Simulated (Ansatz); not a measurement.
# Zn: the cost of one run

Method: DFT PBE, scalar-relativistic, plane waves, PAW, in Ansatz 0.2.0.

## (1) Starting point

It takes space group Pm-3m (No. 221, cubic). The conventional cell has a = 2.514 Å, b = 2.514 Å, c = 2.514 Å, α = 90.00°, β = 90.00°, γ = 90.00°. Around Zn (site symmetry m-3m) lie 6 Zn at 2.51 Å.

Coordinates:

```
Zn
1.0
     2.51370    0.00000    0.00000
     0.00000    2.51370    0.00000
     0.00000    0.00000    2.51370
Zn
1
Direct
  0.00000 0.00000 0.00000
```

This is candidate A: simple cubic type (Pm-3m, No. 221).

(A quick probe on a coarse mesh, which set the mesh and smearing, is not shown.)

## (3) Rough relaxation on the coarse mesh (candidate A)

input.yaml reads:

```yaml
crystal:
  lattice:
    - [2.5136999002, 0.0, 0.0]
    - [0.0, 2.5136999002, 0.0]
    - [0.0, 0.0, 2.5136999002]
  atoms:
    - { symbol: Zn, position: [0.0, 0.0, 0.0] }
basis:
  ecutwfc: 420
kpoints:
  mp_grid: { grid: [6, 6, 6] }
hamiltonian:
  xc: pbe
scf:
  occupations: { method: gaussian, width: 0.1 }
  lower_state_search: "off"
output:
  forces: true
  stress: true
  eigenvalues: true
relax:
  adjacent_minimum: "off"
  f_tol: 0.04
  max_steps: 70
  cell: { stress_tol: 0.4 }
```

Q: Estimate wall time and peak memory on 1 thread of an x86-64 CPU, shared host.

About 1.8 s, with a peak of 0.32 GiB.
